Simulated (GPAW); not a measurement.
# MnO2 (P6_3/mmc) in GPAW: single point with LDA

Aim: the single point of MnO2 with LDA.

All numbers are computed with GPAW 26.7.0; they aren't measurements. Logs are shortened: lines on timing, memory, paths and dates and some standing lists are left out, and cuts for length are marked. The log counts tension as positive stress, the text compression.

**1. The crystal as given**

Symmetry: P6_3/mmc, No. 194, hexagonal system. The conventional cell has a = 2.855 Å, b = 2.855 Å, c = 10.222 Å, α = 90.00°, β = 90.00°, γ = 120.00°. Around Mn (site symmetry -3m) lie 6 O at 1.90 Å. O (site symmetry 3m) has 3 Mn at 1.90 Å as nearest neighbours.

Measurements of this composition are mostly on another form, of space group No. 136.

**2. Single point, LDA, collinear spin, ferromagnetic start**

Input file run.py:

```python
from ase import Atoms
from ase.dft.bandgap import bandgap
from ase.io import write
from ase.units import GPa
from gpaw import GPAW, PW

atoms = Atoms(['Mn', 'Mn', 'O', 'O', 'O', 'O'],
              cell=[[2.8549554371, 0.0, 0.0],
                    [-1.4274777185, 2.4724639352, 0.0],
                    [0.0, 0.0, 10.2217427273]],
              scaled_positions=[[0.0, 0.0, 0.5],
                                [0.0, 0.0, 0.0],
                                [0.6666666667, 0.3333333333, 0.40685645],
                                [0.6666666667, 0.3333333333, 0.09314355],
                                [0.3333333333, 0.6666666667, 0.59314355],
                                [0.3333333333, 0.6666666667, 0.90685645]],
              pbc=True)
atoms.set_initial_magnetic_moments([5.0, 5.0, 0.0, 0.0, 0.0, 0.0])

calc = GPAW(mode=PW(600),
            xc='LDA',
            kpts={'size': (9, 9, 2), 'gamma': True},
            occupations={'name': 'fermi-dirac', 'width': 0.05},
            nbands=47,
            maxiter=120,
            txt='gpaw.txt')
atoms.calc = calc
energy = atoms.get_potential_energy()
forces = atoms.get_forces()
stress = atoms.get_stress()
calc.write('gs.gpw')
write('result.traj', atoms)
print(f'Energy: {energy:.6f} eV')
print('Forces (eV/A):')
print(forces.round(4))
print('Stress (GPa):', (stress / GPa).round(3))
print('Moments:', calc.get_magnetic_moments().round(3))
print('Fermi level:', round(calc.get_fermi_level(), 4), 'eV')
print(f'Gap: {bandgap(calc)[0]:.4f} eV, direct: {bandgap(calc, direct=True)[0]:.4f} eV')
```

Potentials or basis: the program's PAW data sets (release 1.2.1) made for this functional, pw.

Command:

```
OMP_NUM_THREADS=1 python run.py
```

gpaw.txt:

```text
__  _  _
 | _ |_)|_||  |
 |__||  | ||/\| - 26.7.0

Input parameters:
  mode=PW(ecut=600.0),
  kpts=MonkhorstPack(size=(9, 9, 2), gamma=True),
  maxiter=120,
  nbands=47,
  occupations=Occupations(name='fermi-dirac', width=0.05),
  xc=XC(name='LDA')

Diagonalizing LCAO Hamiltonian
Converting LCAO to pw mode

        O

        O

       Mn
           O

           O

       Mn

Atoms  # Å, Bohr magnetons
|   | symbol |         x |        y |        z |    initial magnetic moments |
|---|--------|-----------|----------|----------|-----------------------------|
| 0 |     Mn |  0.000000 | 0.000000 | 5.110871 | ( 0.0000,  0.0000,  5.0000) |
| 1 |     Mn |  0.000000 | 0.000000 | 0.000000 | ( 0.0000,  0.0000,  5.0000) |
| 2 |      O |  1.427478 | 0.824155 | 4.158782 | ( 0.0000,  0.0000,  0.0000) |
| 3 |      O |  1.427478 | 0.824155 | 0.952089 | ( 0.0000,  0.0000,  0.0000) |
| 4 |      O | -0.000000 | 1.648309 | 6.062961 | ( 0.0000,  0.0000,  0.0000) |
| 5 |      O | -0.000000 | 1.648309 | 9.269653 | ( 0.0000,  0.0000,  0.0000) |

Unit cell  # Å
| periodic |         x |        y |         z |   lengths |     angles |
|----------|-----------|----------|-----------|-----------|------------|
|      yes |  2.854955 | 0.000000 |  0.000000 |  2.854955 |  90.000000 |
|      yes | -1.427478 | 2.472464 |  0.000000 |  2.854955 |  90.000000 |
|      yes |  0.000000 | 0.000000 | 10.221743 | 10.221743 | 120.000000 |

Number of symmetries: 12
Symmetry operations  # r_c * U_cc + t_c -> r_c
|    | kind |            matrix            |
|----|------|------------------------------|
|  0 |  σ   |  1, 1, 0,  0,-1, 0,  0, 0, 1 |
|  1 |  S6  |  1, 1, 0, -1, 0, 0,  0, 0,-1 |
|  2 |  E   |  1, 0, 0,  0, 1, 0,  0, 0, 1 |
|  3 |  C2  |  1, 0, 0, -1,-1, 0,  0, 0,-1 |
|  4 |  C2  |  0, 1, 0,  1, 0, 0,  0, 0,-1 |
|  5 |  C3  |  0, 1, 0, -1,-1, 0,  0, 0, 1 |
|  6 |  S6  |  0,-1, 0,  1, 1, 0,  0, 0,-1 |
|  7 |  σ   |  0,-1, 0, -1, 0, 0,  0, 0, 1 |
|  8 |  σ   | -1, 0, 0,  1, 1, 0,  0, 0, 1 |
|  9 |  i   | -1, 0, 0,  0,-1, 0,  0, 0,-1 |
| 10 |  C3  | -1,-1, 0,  1, 0, 0,  0, 0, 1 |
| 11 |  C2  | -1,-1, 0,  0, 1, 0,  0, 0,-1 |

BZ-sampling:
  Number of BZ points: 162
  Number of IBZ points: 24

  Monkhorst-Pack size: [9, 9, 2]
  Monkhorst-Pack shift: [0.0, 0.0, 0.25]

K-points  # in reciprocal-cell coordinates
|     |                                coordinates |     weight |
|-----|--------------------------------------------|------------|
|   0 | (  0.00000000,   0.00000000,   0.00000000) | 0.00617284 |
|   1 | (  0.00000000,   0.00000000,   0.50000000) | 0.00617284 |
|   2 | (  0.11111111,   0.00000000,   0.00000000) | 0.03703704 |
|   3 | (  0.11111111,   0.00000000,   0.50000000) | 0.03703704 |
|   4 | (  0.22222222,  -0.11111111,   0.00000000) | 0.03703704 |
|   5 | (  0.22222222,  -0.11111111,   0.50000000) | 0.03703704 |
|   6 | (  0.22222222,   0.00000000,   0.00000000) | 0.03703704 |
|   7 | (  0.22222222,   0.00000000,   0.50000000) | 0.03703704 |
|   8 | (  0.33333333,  -0.11111111,   0.00000000) | 0.07407407 |
|   9 | (  0.33333333,  -0.11111111,   0.50000000) | 0.07407407 |
| ... |                                            |            |
[... 74 lines left out ...]

Reference energy: -71022.576221  # eV

eigensolver:
  PPCG
  Converge bands: occupied
  niter=2

density mixing:
  MSR1-Mixer
  Pratt-step length: 0.05
  Maximum mixing coefficient: 0.75
  Old densities: 10
  SVD Regularization: 0.005
  Good broyden scale: 1.0
  Trust region scale: 1.0
  Backstep threshold: 4.0
  History deletion threshold: 6.0
  Fourier metric: weight=20.0, sigma=0.015

occupation numbers:
  Fermi-Dirac:
    width: 0.0500  # eV

poisson solver:
  ecut: 4800.0  # eV

xc functional:
  name: None

convergence criteria:
- Maximum [total energy] change in last 3 cyles: 0.0005 eV / valence electron
- Maximum integral of absolute [dens]ity change: 0.0001 electrons / valence electron
- Maximum integral of absolute [eigenst]ate change: 4e-08 eV^2 / valence electron
maximum number of iterations: 120

SCF iterations
|iter     | |      energy | eigst |  dens |  magmom |
|---------|-|-------------|-------|-------|---------|
|iter:   1| |  -58.023584 | +0.39 |       | +10.0045|
|iter:   2| |  -56.009633 | -1.41 | -0.72 |  +9.8043|
|iter:   3| |  -53.952137 | -1.26 | -0.78 |  +8.3097|
|iter:   4| |  -54.265024 | -2.38 | -1.16 |  +7.3991|
|iter:   5| |  -54.403517 | -2.59 | -1.30 |  +6.2395|
|iter:   6| |  -54.424031 | -3.26 | -1.73 |  +5.8852|
|iter:   7| |  -54.425215c| -3.61 | -2.07 |  +5.9056|
|iter:   8| |  -54.422042c| -4.10 | -2.15 |  +5.9851|
|iter:   9| |  -54.422185c| -5.38 | -2.89 |  +5.9962|
|iter:  10| |  -54.422194c| -6.50 | -3.48 |  +6.0002|
|iter:  11| |  -54.422194c| -7.81c| -4.08c|  +5.9997|

Converged in 11 steps
Energy contributions relative to reference atoms: (reference = -71022.576221)

Energy contributions:
  Kinetic:          33.808194
  Coulomb:         -38.920074
  Zero:              0.598476
  External:          0.000000
  Xc:              -49.908646
  Entropy:          -0.000286
  Spinorbit:         0.000000
  ----------------------------
  Free energy:     -54.422337
  Extrapolated:    -54.422194

dipole moment: (-6.663058, -11.540755, -23.856055)  # |e|*Ang

Total magnetic moment: (0.000000, 0.000000, 5.999673)

Local magnetic moments
|        x |        y |        z |
|----------|----------|----------|
| 0.000000 | 0.000000 | 2.779812 |  # Mn   0
| 0.000000 | 0.000000 | 2.779832 |  # Mn   1
| 0.000000 | 0.000000 | 0.043519 |  # O    2
| 0.000000 | 0.000000 | 0.043510 |  # O    3
| 0.000000 | 0.000000 | 0.043519 |  # O    4
| 0.000000 | 0.000000 | 0.043510 |  # O    5

Fermi level: 2.942
Eigenvalues  # (at kpt = [0.000, 0.000, 0.000])
| band index |      eig [eV] | occ [0-1] |      eig [eV] | occ [0-1] |
|------------|---------------|-----------|---------------|-----------|
|          0 |       -78.167 |     1.000 |       -75.107 |     1.000 |
|        ... |               |           |               |           |
|         19 |         0.366 |     1.000 |         1.157 |     1.000 |
|         20 |         0.368 |     1.000 |         1.157 |     1.000 |
|         21 |         0.372 |     1.000 |         1.185 |     1.000 |
|         22 |         0.374 |     1.000 |         1.185 |     1.000 |
|         23 |         0.999 |     1.000 |         1.187 |     1.000 |
|         24 |         1.020 |     1.000 |         3.177 |     0.009 |
[... 8 lines left out ...]
|         33 |         5.507 |     0.000 |         6.951 |     0.000 |
|         34 |         9.085 |     0.000 |         9.340 |     0.000 |
|        ... |               |           |               |           |
|         46 |        24.853 |     0.000 |        25.589 |     0.000 |

Gap: 0.481 eV
Transition (v -> c):
  (s=0, k=2, n=29, [0.11, 0.00, 0.00]) -> (s=1, k=0, n=24, [0.00, 0.00, 0.00])
Direct/indirect transitions are different
Direct gap: 0.510 eV
Transition at: (s=0->1, k=0, n=29, [0.00, 0.00, 0.00])

Forces  # eV/Ang
|        x |        y |        z |
|----------|----------|----------|
|  0.00000 |  0.00000 |  0.00000 |  # Mn   0
|  0.00000 |  0.00000 |  0.00000 |  # Mn   1
| -0.00000 |  0.00000 |  0.53640 |  # O    2
| -0.00000 |  0.00000 | -0.53672 |  # O    3
|  0.00000 | -0.00000 | -0.53640 |  # O    4
|  0.00000 |  0.00000 |  0.53672 |  # O    5

Stress tensor  # eV/Ang^3
|         x |         y |        z |
|-----------|-----------|----------|
|  0.082583 | -0.000000 | 0.000000 |
| -0.000000 |  0.082583 | 0.000000 |
|  0.000000 |  0.000000 | 0.066078 |

# Writing to gs.gpw (mode='')
```

It took 3.3 min on 1 thread of Intel Xeon Platinum 8175M at 2.50GHz (Skylake/Cascade Lake), shared host; peak memory 0.27 GiB.

What came out:

* Free energy: -54.4223 eV
* Pressure: -12.3 GPa
* Largest force: 0.537 eV/Å
* Band gap on the k mesh: 0.48 eV, indirect (least direct gap 0.51 eV)
* Net moment: 6.00 μB per cell
* Site moments: Mn +2.78; O +0.04 μB

Forces on the atoms (eV/Å):
```
Mn   0.000  0.000  0.000
Mn   0.000  0.000  0.000
O    0.000  0.000  0.536
O    0.000  0.000 -0.537
O    0.000  0.000 -0.536
O    0.000  0.000  0.537
```

Caveat: the cutoff is short for stress and forces, so pressures can be off by a GPa or more; an odd mesh through Γ misses points on the zone boundary, where band edges often lie; only a ferromagnetic start was run, and an antiferromagnetic order may lie lower in energy.
